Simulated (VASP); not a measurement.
Runs of VASP 6.6.1 on Au. The structure is cubic, space group Fm-3m (No. 225). Conventional cell: a = 4.070 Å, b = 4.070 Å, c = 4.070 Å, α = 90.00°, β = 90.00°, γ = 90.00°. Au (site symmetry m-3m) has 12 Au at 2.88 Å as nearest neighbours. 

```csv
task,potentials or basis,cell,cutoff (eV),smearing,gap on the mesh (eV),pressure (GPa),relaxed volume (Å³/atom)
single point,"VASP PAW PBE potentials, release 64 (Au)",as given,520,gaussian 0.017 eV,none,10.5,-
single point,"VASP PAW PBE potentials, release 64 (Au)",as given,520,gaussian 0.027 eV,none,10.5,-
relaxation of cell and atoms,"VASP PAW PBE potentials, release 54 (Au)",relaxed,580,fermi-dirac 0.05 eV,none,-0.1,17.94
band structure,"VASP PAW PBE potentials, release 54 (Au)",as given,520,fermi-dirac 0.05 eV,-,10.5,-
relaxation of cell and atoms,"VASP PAW PBE potentials, release 54 (Au)",relaxed,600,fermi-dirac 0.05 eV,none,-0.1,(a)
```

Alike in all rows: level PBE; no spin polarisation; k mesh 11 × 11 × 11.

Q: Estimate the missing entries.

A: (a) 17.95.

Caveats: spin-orbit coupling is left out, which moves the levels of the heavy elements (some runs).

A k mesh can miss the band edges, and the runs leave out spin-orbit coupling on Au.

A gap of «none» marks a metal or a gap under the smearing width.
